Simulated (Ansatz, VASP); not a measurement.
# GaN in VASP and in Ansatz

```
CELL_PARAMETERS angstrom
0.00000 2.24895 2.24895
2.24895 0.00000 2.24895
2.24895 2.24895 0.00000
ATOMIC_POSITIONS crystal
Ga 0.00000 0.00000 0.00000
N 0.25000 0.25000 0.25000
```

Alike in both runs: task single point; functional LDA; k mesh 8 × 8 × 8; no spin polarisation.

|  | VASP | Ansatz |
| --- | --- | --- |
| version | VASP 6.6.1 | Ansatz 0.2.0 |
| potentials or method | VASP PAW LDA potentials, release 64 (Ga_d, N) | plane waves, PAW |
| plane-wave cutoff (eV) | 520 | 420 |
| occupations | gaussian, width 0.01 eV | fixed |
| valence electrons in the cell | 18 | 18 |

|  | VASP | Ansatz | Ansatz less VASP |
| --- | --- | --- | --- |
| gap on the k mesh at the Fermi level (eV) | 1.79 | 1.77 | -0.015 |
